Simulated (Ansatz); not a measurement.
Write the native input for Ansatz 0.2.0 that does the following.

```
Task                : phonons
Functional          : LDA
Potentials or basis : Ansatz PAW
Cutoff              : 420 eV (not typed: the program's choice for these potentials)
k mesh              : 6 × 6 × 6
Occupations         : fermi-dirac, width 0.05 eV
Spin                : no spin polarisation
```

CuCl2:

```
Cu Cl
1.0
    -2.25486    2.25486    6.85990
     2.25486   -2.25486    6.85990
     2.25486    2.25486   -6.85990
Cu Cl
1 2
Direct
  0.00000 0.00000 0.00000
  0.00000 0.50000 0.50000
  0.50000 0.00000 0.50000
```

Measurements of this composition are mostly on another form, of space group No. 12.

These files were run (other wordings do the same):

input.yaml

```yaml
crystal:
  lattice:
    - [-2.254859, 2.254859, 6.859903]
    - [2.254859, -2.254859, 6.859903]
    - [2.254859, 2.254859, -6.859903]
  atoms:
    - { symbol: Cu, position: [0.0, 0.0, 0.0] }
    - { symbol: Cl, position: [0.0, 0.5, 0.5] }
    - { symbol: Cl, position: [0.5, 0.0, 0.5] }
hamiltonian:
  xc: lda
  pseudopotentials: { kind: paw }
kpoints:
  mp_grid: { grid: [6, 6, 6] }
scf:
  occupations: { method: fermi_dirac, width: 0.05 }
phonons:
  method: dfpt
```

Potentials or basis: Ansatz PAW.

Run with:

```bash
$ ansatz run input.yaml --threads 2 --pin off --max-ram 5632MiB --backend cpu --events-out ev --progress --plain --runs-dir out
```

Results of the run:

The band gap on the k mesh is none (metal or under the smearing width) and the highest phonon frequency at Γ is 299 cm⁻¹. The most unstable mode is 45i cm⁻¹.

Caveat: some modes are imaginary; an odd number of electrons without spin polarisation forces a metal; a magnetic or distorted state may lie lower; the run has no spin polarisation, though such a crystal can be magnetic; semilocal functionals often make such compounds metallic where correlation or magnetic order opens a gap, which also shifts bond lengths.

It took 2.2 min on 2 threads of AMD EPYC (Zen 3) (shared host), peak memory 0.81 GiB.
